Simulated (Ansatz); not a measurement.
MgS under changes of volume

One of the cells (18.661 Å³/atom); the others are scaled copies at fixed shape and fractional positions:

```xyz
2
Lattice="3.6109 0.0000 0.0000 -1.8054 3.1271 0.0000 0.0000 0.0000 3.3053" Properties=species:S:1:pos:R:3 pbc="T T T"
Mg    0.0000    0.0000    1.6526
S     1.8055    1.0424    0.0000
```

The cell was built by a generator and needn't be a form met in nature.

* Program: Ansatz 0.2.0
* Functional: PBE
* Potentials or basis: Ansatz PAW
* Cutoff: 420 eV (not typed: the program's choice for these potentials)
* k mesh: 9 × 9 × 8
* Occupations: fermi-dirac, width 0.05 eV
* Spin: no spin polarisation

```tsv
volume (Å³/atom)	energy over the lowest point (meV/atom)	pressure (GPa)	gap on the mesh (eV)
17.542	?	?	?
17.915	6.92	3.1	1.23
18.288	1.67	1.5	1.26
18.661	0.00	0.0	1.28
19.034	1.57	-1.3	1.31
19.408	6.06	-2.5	1.33
19.781	13.18	-3.6	1.35
```

**Question.** What does the run at 17.542 Å³/atom give?

**Answer.** Energy over the lowest point 16.13 meV/atom; pressure 4.9 GPa; gap on the mesh 1.19 eV.

Worked out: A Birch-Murnaghan fit of order 3 (a polynomial in V^(-2/3)) to the other rows has its minimum at 18.66 Å³/atom with B0 = V·E''(V) = 69 GPa and B' = 4.2 at fixed shape and positions, which overstates the stiffness. It gives 16.15 meV/atom at 17.542 Å³/atom, against the run's 16.13, and -dE/dV = 4.9 GPa, against 4.9. A straight line through the other rows of the gap, of slope 1.21 eV per unit of ln V, extrapolates to 1.21 eV, against the run's 1.19.

Energies are extrapolated to zero smearing.

Caveats: odd divisions of the mesh miss points on the zone boundary, where band edges often lie, so the gap on the mesh can be too wide.

A mesh can miss the band edges.
